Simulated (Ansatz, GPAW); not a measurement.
# Ballistic transport through C2 in line between two Ir chains, from relaxation to T(E), part 3 of 3

How well does C2 in line between two Ir chains conduct once its atoms have relaxed, and how much do cheaper levels lose?

GPAW 26.7.0 and Ansatz 0.2.0; Ansatz plane waves; relaxation of the junction with the lead ends held (the session's first sound run).

So far, transmission at the Fermi level (one spin): step 3 (plane-wave reference (PBE)) 2.07; step 5 (GPAW, szp: basis = "szp(dzp)", PBE, GPAW) 2.04; step 6 (minimal basis, PBE, GPAW) 2.03; step 7 (RPBE in the dzp basis: xc = "RPBE") 2.05; step 8 (the structure as built: geometry = "as built", PBE, GPAW) 2.17.

**10. The levels side by side (continued)**

Transmission, zone mean, sum over the listed spins against energy, zero at the Fermi level:

```
energy (eV)  pw-pbe      dzp      szp       sz  dzp-RPBE  asbuilt
     -2.000    1.39     1.66     1.71     1.68      1.63     2.07
     -1.800    1.80     1.86     1.85     1.81      1.86     2.08
     -1.600    1.92     1.98     1.98     1.91      1.97     2.09
     -1.400    2.07     2.05     2.02     1.90      2.05     2.10
     -1.275    2.13     2.14     2.08     1.99      2.14     2.11
     -1.250    2.13     2.14     2.09     2.00      2.14     2.11
     -1.200    2.11     2.13     2.09     1.99      2.14     2.12
     -1.000    1.84     2.07     2.06     1.99      2.07     2.14
     -0.975    2.05     2.07     2.06     2.00      2.07     2.14
     -0.900    2.01     2.04     2.05     2.01      2.04     2.14
     -0.800    1.89     1.89     1.92     1.92      1.89     2.15
     -0.600    1.43     1.47     1.45     1.49      1.45     2.15
     -0.400    1.41     1.28     1.25     1.27      1.29     2.16
     -0.200    1.89     1.74     1.72     1.70      1.75     2.17
      0.000    2.07     2.04     2.04     2.03      2.05     2.17
      0.025    2.08     2.05     2.05     2.04      2.05     2.18
      0.050    2.08     2.05     2.05     2.04      2.06     2.18
      0.200    1.56     1.51     1.56     1.57      1.51     2.19
      0.400    1.42     1.36     1.40     1.41      1.36     2.18
      0.600    1.51     1.51     1.44     1.45      1.51     2.17
      0.800    1.15    0.856    0.614    0.617     0.867     2.14
      1.000   0.429    0.317    0.228    0.228     0.320     2.08
      1.200   0.165    0.122   0.0906   0.0894     0.123     2.05
      1.400  0.0674   0.0554   0.0498   0.0492    0.0553     2.02
      1.600  0.0390   0.0416   0.0478   0.0484    0.0418     1.93
      1.800  0.0369   0.0332   0.0452   0.0434    0.0338     1.62
      2.000  0.0278  0.00201  0.00224  0.00384   0.00229   0.0580
```

**11. Basis szp(dzp), SCF mesh 1×1×1**

A smaller basis is cheaper in every inversion. The SCF mesh sets the Fermi level of the repeated cell.

This step: GPAW LCAO, PAW setups; Landauer transmission from Green's functions with principal layers (ASE), zero bias (GPAW 26.7.0).

run.py

```python
import json
import numpy as np
from ase import Atoms
from ase.transport.calculators import TransportCalculator
from gpaw import GPAW, FermiDirac
from gpaw.lcao.tools import get_lcao_hamiltonian
from scipy.linalg import eigh

# The junction with lead layers at both ends, along the third cell vector
device = Atoms(
    ['Ir', 'Ir', 'Ir', 'Ir', 'Ir', 'Ir', 'Ir', 'Ir', 'C', 'C', 'Ir', 'Ir', 'Ir', 'Ir', 'Ir', 'Ir', 'Ir', 'Ir'],
    positions=[
        [4.50000, 4.50000, 1.15000],
        [4.50000, 4.50000, 3.45000],
        [4.50000, 4.50000, 5.75000],
        [4.50000, 4.50000, 8.05000],
        [4.50000, 4.50000, 10.35000],
        [4.50000, 4.50000, 12.65000],
        [4.43216, 3.84157, 14.96441],
        [4.55589, 4.88404, 17.10662],
        [4.52074, 4.55584, 18.96458],
        [4.50208, 4.44161, 20.29123],
        [4.43038, 4.11863, 22.14869],
        [4.64726, 5.14278, 24.29171],
        [4.50000, 4.50000, 26.60700],
        [4.50000, 4.50000, 28.90700],
        [4.50000, 4.50000, 31.20700],
        [4.50000, 4.50000, 33.50700],
        [4.50000, 4.50000, 35.80700],
        [4.50000, 4.50000, 38.10700]],
    cell=[[9.0, 0.0, 0.0], [0.0, 9.0, 0.0], [0.0, 0.0, 39.257]],
    pbc=True)

# One principal layer of the lead: the first 5 atoms of the device
lead = Atoms(
    ['Ir', 'Ir', 'Ir', 'Ir', 'Ir'],
    positions=[
        [4.50000, 4.50000, 1.15000],
        [4.50000, 4.50000, 3.45000],
        [4.50000, 4.50000, 5.75000],
        [4.50000, 4.50000, 8.05000],
        [4.50000, 4.50000, 10.35000]],
    cell=[[9.0, 0.0, 0.0], [0.0, 9.0, 0.0], [0.0, 0.0, 11.5]],
    pbc=True)

settings = dict(mode='lcao', basis='szp(dzp)', xc='PBE', h=0.2,
                occupations=FermiDirac(0.1), maxiter=250,
                mixer=dict(beta=0.1, nmaxold=8, weight=100.0),
                convergence=dict(density=0.0001))
energies = np.arange(-2, 2 + 1e-9, 0.025)
eta = 0.0001
n1, n2 = 1, 1
# k and -k transmit alike, so half of the mesh across the current serves
mesh = [(i, j) for i in range(n1) for j in range(n2) if (i, j) <= (-i % n1, -j % n2)]
weights = np.array([1 if (i, j) == (-i % n1, -j % n2) else 2 for i, j in mesh]) / (n1 * n2)

# [... helper functions left out ...]
fermi_lead = ground_state(lead, (1, 1, 10), 'lead.txt')
fermi_device = ground_state(device, (1, 1, 1), 'device.txt')
# [... loop over the mesh left out, but for ...]
        # Shift the lead onto the potential of the device's first layer
        shift = ((H[:, 0, 0] - H0[:, 0, 0]) / S0[0, 0]).real.mean()
# [...]
kT = 8.617333e-5 * 300
bias = [0.1, 0.2, 0.5, 1.0, 1.5, 2.0]
# [... integrals and printing left out ...]
```

Command:

```
OMP_NUM_THREADS=1 OPENBLAS_NUM_THREADS=1 python run.py
```

It took 2.2 min on 1 thread of Intel Xeon Platinum 8559C (Emerald Rapids), shared host; peak memory 1.4 GiB.

The run finished with changed settings (basis = "szp(dzp)" and scf_mesh = [1, 1, 1]); it serves as a test.

Side by side:

```
                                           quantity    this run  sound run  difference
                                   conductance (G₀)      2.0213     2.0133     0.00799
largest coupling past the next principal layer (eV)    1.479e-6   1.484e-6     -4.5e-9
   largest misfit of the first principal layer (eV)    0.094647    0.12281     -0.0282
                    shift that aligns the lead (eV)  -0.0064589  -0.010032     0.00357
                    basis functions of the junction         258        458        -200
               basis functions of a principal layer          75        135         -60
         transmission at the Fermi level (one spin)      2.0346     2.0385    -0.00394
```

**12. Summary of results**

| Property | Result |
| --- | --- |
| conductance | 2.01 G₀ |
| transmission at the Fermi level, mean of the spins | 2.04 |

In words: In the dzp basis the junction conducts 2.01 G₀ at 300 K, with T = 2.04 a spin at the Fermi level; the sz basis reaches that conductance within 10 %. Relaxation moved atoms by up to 0.66 Å and took the conductance from 2.17 to 2.01 G₀, as a ratio a larger change than the step from dzp to the minimal basis. Plane waves (PBE) give T = 2.07 there. At the Fermi level the three most open eigenchannels pass 0.99, 0.98 and 0.077. Measured against the first run (pw-pbe), the nearest curve is that of dzp-RPBE (r.m.s. 0.089) and the farthest that of asbuilt (0.99). Over the compared runs wall time goes from 92 s (pw-pbe) to 236 s (dzp), on a shared host; the plane-wave run used 4 threads and the orbital runs 1. The leads kept an estimated spacing and the cell its length, so the junction may be under some tension or compression. The run had no spin polarisation, so a magnetic state, which chains and small molecules with open shells often have, wasn't tested. Spin-orbit coupling is left out, which matters for the heavy atoms here. An evenly spaced straight chain is an idealisation: free chains tend to dimerise, zigzag or, where a band edge lies near the Fermi level, turn magnetic. The currents use the zero-bias T(E) throughout, which holds only while the bias is small against the distance to the nearest feature. The thermopower isn't quoted: it samples T(E) farther from the Fermi level than the conductance does, and the energy grid wasn't tested for it.

[Logs are printed without paths, hosts, clocks, repeated set-up lines and the standing remarks that a program may print on its own settings, such as how far it seeks lower states.]

[Hosts, paths, dates, database ids (printed as entryN), source tags and the programs' standing remarks are cut or masked in the printed files.]
